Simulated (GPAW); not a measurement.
## InP: band structure with mBEEF

**Measured values to compare with.**

From a printed reference work, data compilation, for a bulk crystal of InP at 1.6 K: band gap 1.4236 eV (direct).

InP:

```xyz
2
Lattice="0.0000 2.9305 2.9305 2.9305 0.0000 2.9305 2.9305 2.9305 0.0000" Properties=species:S:1:pos:R:3 pbc="T T T"
In    0.0000    0.0000    0.0000
P     4.3957    4.3957    4.3957
```

| Item | Value |
| --- | --- |
| Program | GPAW 26.7.0 |
| Task | band structure |
| Functional | mBEEF |
| Potentials or basis | GPAW PAW data sets (gpaw-data 1.2.1) |
| Cutoff | 600 eV |
| Basis | pw |
| k mesh | 6 × 6 × 6 |
| Occupations | fermi-dirac, width 0.05 eV |
| Spin | spin-orbit coupling, no magnetisation |
| Maxiter | 150 |
| Band path | GXWKGLUWLK,UX |
| Band points | 60 |
| spin axis theta (degrees) | 90 |
| spin axis phi (degrees) | 0 |
| Soc after scf | second variation without the xc potential |

The pressure is 1.6 GPa, the band gap on the k mesh is 1.28 eV, direct and the band gap along the path is 1.28 eV, direct.

Levels at the corners of the path, in eV from the valence-band top:
```csv
point,band 15,band 16,band 17,band 18,band 19,band 20,band 21,band 22
Γ,0.00,0.00,0.00,0.00,1.28,1.28,4.13,4.13
X,-2.45,-2.45,-2.34,-2.34,2.31,2.31,2.76,2.76
W,-3.06,-2.97,-2.91,-2.85,4.81,4.82,4.83,4.84
K,-3.36,-3.26,-2.01,-2.00,2.87,2.88,4.88,4.90
Γ,0.00,0.00,0.00,0.00,1.28,1.28,4.13,4.13
L,-1.09,-1.09,-0.98,-0.98,2.00,2.00,5.15,5.15
U,-3.36,-3.26,-2.01,-2.00,2.87,2.88,4.88,4.90
W,-3.06,-2.97,-2.91,-2.85,4.81,4.82,4.83,4.84
L,-1.09,-1.09,-0.98,-0.98,2.00,2.00,5.15,5.15
K,-3.36,-3.26,-2.01,-2.00,2.87,2.88,4.88,4.90
U,-3.36,-3.26,-2.01,-2.00,2.87,2.88,4.88,4.90
X,-2.45,-2.45,-2.34,-2.34,2.31,2.31,2.76,2.76
```

Run time: 52 s on 1 thread of Intel(R) Xeon(R) 6975P-C (Granite Rapids), on a shared host, peak memory 0.38 GiB.

Measured gap of InP: 1.4236 eV (direct; 1.6 K; a printed reference work, data compilation). This calculation gives 1.28 eV (-0.15 eV). The value is that of mBEEF, without temperature or zero-point motion.

Caveat: spin-orbit coupling was added after a scalar SCF, so levels and gaps hold it while energy, forces, pressure and moments don't; this program's spin-orbit splittings come out too wide for heavy elements; the PAW data sets were made with another functional, which shifts forces and pressure a little.
